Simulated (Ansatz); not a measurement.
# Molybdenum, fcc under RPBE: from relaxation to bulk modulus, part 2 of 2

The plan for molybdenum in the fcc structure: relax it, solve it on a dense k-mesh, then scale the cell to 7 volumes from 88 to 112 % of the relaxed one and try a fit of the equation of state. Spin polarisation is left out. The k-meshes are 14×14×14 for the relaxation; 22×22×22 for the dense run; 15×15×15 for the volumes.

Ansatz 0.2.0; DFT, RPBE, plane waves (420 eV) with PAW, scalar-relativistic. The steps go on from the part before.

### Step 5. Equation of state: 92 %

This is Mo in the fcc structure; at room conditions it is bcc.

input.yaml

```yaml
crystal:
  lattice:
    - [0.0, 1.9559695436, 1.9559695436]
    - [1.9559695436, 0.0, 1.9559695436]
    - [1.9559695436, 1.9559695436, 0.0]
  atoms:
    - { symbol: Mo, position: [0.0, 0.0, 0.0] }
hamiltonian:
  xc: rpbe
  pseudopotentials:
    kind: paw
    azcp:
      Mo: "pseudopotentials/Mo.paw.azcp"
basis:
  ecutwfc: 420
  fft_grid_basis: typed
kpoints:
  mp_grid: { grid: [15, 15, 15], shift: [0, 0, 0] }
magnetization:
  spin_polarized: false
scf:
  occupations: { method: fermi_dirac, width: 0.1 }
  lower_state_search: "off"
output:
  stress: true
  write_density: true
  write_potential: true
  elf: true
  volumetric_format: npy
```

Standard output, shortened:

```text
Warning: RAYON_NUM_THREADS=2 ignored (pool sized by the plan → 2); use --threads N
[...]
Pseudopotentials: kind: paw
Pseudopotential: Mo, paw, valence charge 14, recommended cutoff 420 eV (normal), <dir>
Functional definition: RPBE
[...]
Crystal: 1 atoms, lattice volume = 14.966 Å³
Basis set: ecut = 420 eV, 283 PW (Γ)
Bands: 11, of which v1, the nominal top of the filled ones, is band 7 counted from 1 (6 counted from 0)
Symmetry: 48 space group operations
Space group: Fm-3m (ITA 225), of the structure as read, at distance tolerance 2.5e-5 Å
k-points: 120 of 3375
[...]
SCF iter   1: F=—  HF=-4962.542073 eV  |F-HF|=—  |Δ(HF+E_count)|=         —  Δρ=5.06e-3  dr2=3.39e-3  ethr=1.77e-3  ⟨swp⟩=5.0  Hψ=7737  notcnv=0
[...]
SCF iter   6: F=-4962.540920 eV  HF=-4962.540920 eV  |F-HF|=0.00e0  |Δ(HF+E_count)|=  3.36e-10  Δρ=3.15e-7  dr2=3.85e-12  ethr=4.72e-12  ⟨swp⟩=4.1  Hψ=6138  notcnv=0
[...]
SCF converged after 6 iterations
Free energy (F): -4962.540920 eV
[...]
E sigma→0 (E₀):  -4962.520611 eV
Entropy (-TS):   -0.040618 eV (-40.618 meV/atom)
Fermi energy:    21.829918 eV
[...]
--- Stress (GPa, compression-positive) ---
       22.889839      -0.000000       0.000000
       -0.000000      22.889839       0.000000
       -0.000000       0.000000      22.889839
  P = ⅓ Tr σ = 22.8898 GPa (228.898 kbar)
--- Band table (eV; the first three rows and the last of 120) ---
  k-point 0: bands = ["-38.8785", "-12.0567", "-12.0567", "-12.0567", "14.9288", "21.0093", "21.0093", "21.0093", "23.9650", "23.9650", "34.8417"]
[...]
```

Run time: 1.3 s. Hardware: 2 threads of an x86-64 CPU, shared host; peak memory 0.34 GiB.

### Step 6. Equation of state: 96 %

Edit input.yaml of step 5 so:

```diff
@@ -2,5 +2,5 @@
   lattice:
-    - [0.0, 1.9559695436, 1.9559695436]
-    - [1.9559695436, 0.0, 1.9559695436]
-    - [1.9559695436, 1.9559695436, 0.0]
+    - [0.0, 1.9839157413, 1.9839157413]
+    - [1.9839157413, 0.0, 1.9839157413]
+    - [1.9839157413, 1.9839157413, 0.0]
   atoms:
```

Standard output, shortened:

```text
Warning: RAYON_NUM_THREADS=2 ignored (pool sized by the plan → 2); use --threads N
[...]
[... 3 set-up lines as earlier in the session ...]
[...]
Crystal: 1 atoms, lattice volume = 15.617 Å³
Basis set: ecut = 420 eV, 307 PW (Γ)
Bands: 11, of which v1, the nominal top of the filled ones, is band 7 counted from 1 (6 counted from 0)
[... 2 set-up lines as earlier in the session ...]
k-points: 120 of 3375
[...]
SCF iter   1: F=—  HF=-4962.608859 eV  |F-HF|=—  |Δ(HF+E_count)|=         —  Δρ=4.86e-3  dr2=3.24e-3  ethr=1.77e-3  ⟨swp⟩=5.0  Hψ=7724  notcnv=0
[...]
SCF iter   6: F=-4962.607760 eV  HF=-4962.607760 eV  |F-HF|=0.00e0  |Δ(HF+E_count)|=  2.45e-10  Δρ=1.91e-7  dr2=1.48e-12  ethr=4.48e-12  ⟨swp⟩=4.0  Hψ=6150  notcnv=0
[...]
SCF converged after 6 iterations
Free energy (F): -4962.607760 eV
[...]
E sigma→0 (E₀):  -4962.586758 eV
Entropy (-TS):   -0.042005 eV (-42.005 meV/atom)
Fermi energy:    20.781050 eV
[...]
--- Stress (GPa, compression-positive) ---
       10.436516      -0.000000       0.000000
       -0.000000      10.436516       0.000000
        0.000000       0.000000      10.436516
  P = ⅓ Tr σ = 10.4365 GPa (104.365 kbar)
--- Band table (eV; the first three rows and the last of 120) ---
  k-point 0: bands = ["-39.9391", "-13.2219", "-13.2219", "-13.2219", "13.9953", "20.0295", "20.0295", "20.0295", "22.8091", "22.8091", "33.7839"]
[...]
```

Wall time 1.4 s (2 threads of an x86-64 CPU, shared host); peak memory 0.33 GiB.

### Step 7. Equation of state: 100 %

Edit input.yaml of step 6 so:

```diff
@@ -2,5 +2,5 @@
   lattice:
-    - [0.0, 1.9839157413, 1.9839157413]
-    - [1.9839157413, 0.0, 1.9839157413]
-    - [1.9839157413, 1.9839157413, 0.0]
+    - [0.0, 2.0110960468, 2.0110960468]
+    - [2.0110960468, 0.0, 2.0110960468]
+    - [2.0110960468, 2.0110960468, 0.0]
   atoms:
@@ -25,5 +25 @@
   stress: true
-  write_density: true
-  write_potential: true
-  elf: true
-  volumetric_format: npy
```

Standard output, shortened:

```text
Warning: RAYON_NUM_THREADS=2 ignored (pool sized by the plan → 2); use --threads N
[...]
[... 3 set-up lines as earlier in the session ...]
[...]
Crystal: 1 atoms, lattice volume = 16.268 Å³
Basis set: ecut = 420 eV, 331 PW (Γ)
Bands: 11, of which v1, the nominal top of the filled ones, is band 7 counted from 1 (6 counted from 0)
[... 2 set-up lines as earlier in the session ...]
k-points: 120 of 3375
[...]
SCF iter   1: F=—  HF=-4962.629736 eV  |F-HF|=—  |Δ(HF+E_count)|=         —  Δρ=4.71e-3  dr2=3.14e-3  ethr=1.77e-3  ⟨swp⟩=5.0  Hψ=7724  notcnv=0
[...]
SCF iter   6: F=-4962.628761 eV  HF=-4962.628761 eV  |F-HF|=9.09e-13  |Δ(HF+E_count)|=  3.11e-10  Δρ=2.01e-7  dr2=1.63e-12  ethr=1.09e-11  ⟨swp⟩=1.1  Hψ=3983  notcnv=0
[...]
SCF converged after 6 iterations
Free energy (F): -4962.628761 eV
[...]
E sigma→0 (E₀):  -4962.606907 eV
Entropy (-TS):   -0.043707 eV (-43.707 meV/atom)
Fermi energy:    19.814996 eV
[...]
--- Stress (GPa, compression-positive) ---
        0.244631       0.000000       0.000000
        0.000000       0.244631       0.000000
        0.000000       0.000000       0.244631
  P = ⅓ Tr σ = 0.2446 GPa (2.446 kbar)
```

Wall time 0.88 s (2 threads of an x86-64 CPU, shared host); peak memory 0.34 GiB.

### Step 8. Equation of state: 104 %

Edit input.yaml of step 7 so:

```diff
@@ -2,5 +2,5 @@
   lattice:
-    - [0.0, 2.0110960468, 2.0110960468]
-    - [2.0110960468, 0.0, 2.0110960468]
-    - [2.0110960468, 2.0110960468, 0.0]
+    - [0.0, 2.0375608718, 2.0375608718]
+    - [2.0375608718, 0.0, 2.0375608718]
+    - [2.0375608718, 2.0375608718, 0.0]
   atoms:
```

Standard output, shortened:

```text
Warning: RAYON_NUM_THREADS=2 ignored (pool sized by the plan → 2); use --threads N
[...]
[... 3 set-up lines as earlier in the session ...]
[...]
Crystal: 1 atoms, lattice volume = 16.918 Å³
Basis set: ecut = 420 eV, 331 PW (Γ)
Bands: 11, of which v1, the nominal top of the filled ones, is band 7 counted from 1 (6 counted from 0)
[... 1 set-up line as earlier in the session ...]
Space group: Fm-3m (ITA 225), of the structure as read, at distance tolerance 2.6e-5 Å
k-points: 120 of 3375
[...]
SCF iter   1: F=—  HF=-4962.613149 eV  |F-HF|=—  |Δ(HF+E_count)|=         —  Δρ=4.58e-3  dr2=3.07e-3  ethr=1.77e-3  ⟨swp⟩=4.9  Hψ=7660  notcnv=0
[...]
SCF iter   6: F=-4962.612291 eV  HF=-4962.612291 eV  |F-HF|=1.82e-12  |Δ(HF+E_count)|=  7.89e-10  Δρ=2.50e-7  dr2=2.41e-12  ethr=1.73e-11  ⟨swp⟩=1.0  Hψ=3976  notcnv=0
[...]
SCF converged after 6 iterations
Free energy (F): -4962.612291 eV
[...]
E sigma→0 (E₀):  -4962.589428 eV
Entropy (-TS):   -0.045726 eV (-45.726 meV/atom)
Fermi energy:    18.921353 eV
[...]
--- Stress (GPa, compression-positive) ---
       -8.066050       0.000000       0.000000
        0.000000      -8.066050      -0.000000
        0.000000       0.000000      -8.066050
  P = ⅓ Tr σ = -8.0660 GPa (-80.660 kbar)
```

Run time: 0.91 s. Hardware: 2 threads of an x86-64 CPU, shared host; peak memory 0.33 GiB.

### Step 9. Equation of state: 108 %

Edit input.yaml of step 8 so:

```diff
@@ -2,5 +2,5 @@
   lattice:
-    - [0.0, 2.0375608718, 2.0375608718]
-    - [2.0375608718, 0.0, 2.0375608718]
-    - [2.0375608718, 2.0375608718, 0.0]
+    - [0.0, 2.0633555199, 2.0633555199]
+    - [2.0633555199, 0.0, 2.0633555199]
+    - [2.0633555199, 2.0633555199, 0.0]
   atoms:
```

Standard output, shortened:

```text
Warning: RAYON_NUM_THREADS=2 ignored (pool sized by the plan → 2); use --threads N
[...]
[... 3 set-up lines as earlier in the session ...]
[...]
Crystal: 1 atoms, lattice volume = 17.569 Å³
Basis set: ecut = 420 eV, 331 PW (Γ)
Bands: 11, of which v1, the nominal top of the filled ones, is band 7 counted from 1 (6 counted from 0)
[... 2 set-up lines as earlier in the session ...]
k-points: 120 of 3375
[...]
SCF iter   1: F=—  HF=-4962.566149 eV  |F-HF|=—  |Δ(HF+E_count)|=         —  Δρ=4.43e-3  dr2=2.99e-3  ethr=1.77e-3  ⟨swp⟩=4.9  Hψ=7700  notcnv=0
[...]
SCF iter   6: F=-4962.565347 eV  HF=-4962.565347 eV  |F-HF|=0.00e0  |Δ(HF+E_count)|=   1.49e-9  Δρ=2.90e-7  dr2=3.14e-12  ethr=2.62e-11  ⟨swp⟩=1.0  Hψ=3974  notcnv=0
[...]
SCF converged after 6 iterations
Free energy (F): -4962.565347 eV
[...]
E sigma→0 (E₀):  -4962.541362 eV
Entropy (-TS):   -0.047970 eV (-47.970 meV/atom)
Fermi energy:    18.091611 eV
[...]
--- Stress (GPa, compression-positive) ---
      -14.818550       0.000000       0.000000
        0.000000     -14.818550       0.000000
        0.000000       0.000000     -14.818550
  P = ⅓ Tr σ = -14.8186 GPa (-148.186 kbar)
```

Run time: 0.92 s. Hardware: 2 threads of an x86-64 CPU, shared host; peak memory 0.34 GiB.

### Step 10. Equation of state: 112 %

Edit input.yaml of step 9 so:

```diff
@@ -2,5 +2,5 @@
   lattice:
-    - [0.0, 2.0633555199, 2.0633555199]
-    - [2.0633555199, 0.0, 2.0633555199]
-    - [2.0633555199, 2.0633555199, 0.0]
+    - [0.0, 2.0885208722, 2.0885208722]
+    - [2.0885208722, 0.0, 2.0885208722]
+    - [2.0885208722, 2.0885208722, 0.0]
   atoms:
```

Standard output, shortened:

```text
Warning: RAYON_NUM_THREADS=2 ignored (pool sized by the plan → 2); use --threads N
[...]
[... 3 set-up lines as earlier in the session ...]
[...]
Crystal: 1 atoms, lattice volume = 18.220 Å³
Basis set: ecut = 420 eV, 339 PW (Γ)
Bands: 11, of which v1, the nominal top of the filled ones, is band 7 counted from 1 (6 counted from 0)
[... 2 set-up lines as earlier in the session ...]
k-points: 120 of 3375
[...]
SCF iter   1: F=—  HF=-4962.494390 eV  |F-HF|=—  |Δ(HF+E_count)|=         —  Δρ=4.26e-3  dr2=2.89e-3  ethr=1.77e-3  ⟨swp⟩=5.0  Hψ=7679  notcnv=0
[...]
SCF iter   6: F=-4962.493670 eV  HF=-4962.493670 eV  |F-HF|=4.09e-11  |Δ(HF+E_count)|=   6.15e-9  Δρ=1.63e-6  dr2=1.35e-10  ethr=8.81e-11  ⟨swp⟩=1.1  Hψ=3988  notcnv=0
[...]
SCF converged after 6 iterations
Free energy (F): -4962.493670 eV
[...]
E sigma→0 (E₀):  -4962.468494 eV
Entropy (-TS):   -0.050353 eV (-50.353 meV/atom)
Fermi energy:    17.318818 eV
[...]
--- Stress (GPa, compression-positive) ---
      -20.280428       0.000000       0.000000
        0.000000     -20.280428      -0.000000
        0.000000      -0.000000     -20.280428
  P = ⅓ Tr σ = -20.2804 GPa (-202.804 kbar)
```

Wall time 1 s (2 threads of an x86-64 CPU, shared host); peak memory 0.35 GiB.

### Step 11. Energy and pressure against volume

The cell was scaled evenly, with its shape and the fractional positions fixed.

```
V (Å³/atom)  E − E₀ (meV/atom)  P from the stress (GPa)  P from the fit (GPa)
     14.316              208.3                    38.07                 38.06
     14.966               86.2                    22.89                 22.70
     15.617               20.0                    10.44                 10.21
     16.268               -0.1                     0.24                  0.03
     16.918               17.4                    -8.07                 -8.29
     17.569               65.4                   -14.82                -15.10
     18.220              138.3                   -20.28                -20.68
```

A third-order Birch-Murnaghan fit gives V₀ = 16.270 Å³/atom, B₀ = 230 GPa and B₀′ = 4.0; it misses no point by more than 0.13 meV/atom.

The fit is made to E(σ → 0), while the stress belongs to the free energy F; that is one source of the offset between the two pressures.

### Step 12. Summary of results

What follows sums up all 2 parts.

| quantity | value |
| --- | --- |
| space group (spins left aside) | Fm-3m (No. 225) |
| conventional cell | a = 4.022 Å |
| volume | 16.268 Å³/atom |
| shortest distance | 2.844 Å |
| gap on the mesh | none (levels filled in part) |
| relative to bcc | +423 meV/atom |
| V₀, B₀, B₀′ | 16.270 Å³/atom, 230 GPa, 4.0 |

**Reading.** From the guessed start the volume grew by 4.4 % in 6 steps. Against the reference form of molybdenum (bcc, computed apart with the same settings) it stands 423 meV/atom higher. Levels at the Fermi energy are filled in part, as in a metal. The fitted modulus is 230 GPa. The symmetry was held, so the structure may be unstable against distortions that break it.
